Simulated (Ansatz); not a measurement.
Start of a relaxation, (100) slab as cut from the bulk (CoO, P6_3mc (No. 186), (1 0 0) face):

```yaml
crystal:
  lattice:
    - [3.16739, 0.00000, 0.00000]
    - [0.00000, 5.28850, 0.00000]
    - [0.00000, 0.00000, 24.14346]
  atoms:
    - { symbol: Co, position: [0.50000, 0.99286, 0.31064] }
    - { symbol: O, position: [0.50000, 0.63214, 0.31064] }
    - { symbol: Co, position: [0.00000, 0.49286, 0.34851] }
    - { symbol: O, position: [0.00000, 0.13214, 0.34851] }
    - { symbol: Co, position: [0.00000, 0.99286, 0.42426] }
    - { symbol: O, position: [0.00000, 0.63214, 0.42426] }
    - { symbol: Co, position: [0.50000, 0.49286, 0.46213] }
    - { symbol: O, position: [0.50000, 0.13214, 0.46213] }
    - { symbol: Co, position: [0.50000, 0.99286, 0.53787] }
    - { symbol: O, position: [0.50000, 0.63214, 0.53787] }
    - { symbol: Co, position: [0.00000, 0.49286, 0.57574] }
    - { symbol: O, position: [0.00000, 0.13214, 0.57574] }
    - { symbol: Co, position: [0.00000, 0.99286, 0.65149] }
    - { symbol: O, position: [0.00000, 0.63214, 0.65149] }
    - { symbol: Co, position: [0.50000, 0.49286, 0.68936] }
    - { symbol: O, position: [0.50000, 0.13214, 0.68936] }
```

Level of theory: DFT PBE, scalar-relativistic, plane waves, PAW in Ansatz. Settings: cutoff 420 eV, Γ-centred mesh 11×7×1 on the computed 16-atom cell, Gaussian smearing of 0.05 eV; collinear spin. The cell repeats along c with a dipole correction in the vacuum.

All atoms are free. The cell is fixed. Force threshold 0.02 eV/Å. The density starts from the converged run of the unrelaxed slab.

```csv
step,E − E_final (eV),largest force (eV/Å)
1,1.447,1.295
2,1.036,1.008
3,0.466,0.763
4,0.227,0.404
5,0.124,0.404
6,0.065,0.492
7,0.023,0.275
8,0.002,0.057
9,0.000,0.047
10,0.000,0.014
```

(1) What is the final structure?

The run saw a state lower than the one given here. Semilocal functionals without U can misjudge the magnetic state of such a slab.

Results:

(1)
```xyz
16
Lattice="3.1674 0.0000 0.0000 0.0000 5.2885 0.0000 0.0000 0.0000 24.1435" Properties=species:S:1:pos:R:3 pbc="T T T"
Co    1.5837    5.1344    8.1836
O     1.5837    3.4453    7.6096
Co    0.0000    2.8506    8.4455
O     0.0000    0.9572    8.4183
Co    0.0000    5.0887   10.1030
O     0.0000    3.2318   10.3961
Co    1.5837    2.4879   11.2611
O     1.5837    0.6022   11.1023
Co    1.5837    5.1322   12.8824
O     1.5837    3.2464   13.0411
Co    0.0000    2.4444   14.0405
O     0.0000    0.5876   13.7473
Co    0.0000    5.4949   15.6979
O     0.0000    3.6015   15.7252
Co    1.5837    2.4902   15.9598
O     1.5837    0.8011   16.5339
```

The reference crystal is the wurtzite form of CoO, which isn't its usual structure.

Cost: 1 run of about 68 core-minutes, on Intel Xeon Processor @ 2.70GHz (shared hosts).